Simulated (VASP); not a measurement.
**Results of a VASP single-point calculation on LiH (strained rocksalt)**

POSCAR

```
Li H
 1.0000000000000000
     0.0000000000000000    1.9629349442999999    1.9629349442999999
     1.9629349442999999    0.0000000000000000    1.9629349442999999
     1.9629349442999999    1.9629349442999999    0.0000000000000000
 Li  H
   1   1
Cartesian
  0.0000000000000000  0.0000000000000000  0.0000000000000000
  1.9629349442999999  1.9629349442999999  1.9629349442999999
```

```json
{
 "gap between bands v and c": "2.93 eV",
 "least direct gap": "2.93 eV"
}
```

Band v is the last that the valence electrons fill when counted band by band, and c is the next. Levels in eV from the top of v:

```
point     v−1      v      c    c+1
    Γ  -44.24  -5.67  16.91  18.54
    X  -44.16   0.00   2.93  11.12
    K  -44.17  -0.57   4.13   7.80
    L  -44.18  -2.81   5.07  14.21
    W  -44.16  -0.27   5.32   5.32
```

Q: Which of these levels of theory gave these results?
A. PBEsol
B. PBE with spin–orbit coupling
C. HSE06
D. PBE0
E. LDA
F. r²SCAN
G. PBE

A: G.

The INCAR was:

```
NELM = 120
ISMEAR = -1
SIGMA = 0.02
LCHARG = .FALSE.
EDIFF = 1E-7
GGA = PE
ENCUT = 520
ISIF = 2
PREC = Accurate
IBRION = -1
LREAL = .FALSE.
NBANDS = 9
LWAVE = .FALSE.
NSW = 0
LASPH = .TRUE.
```
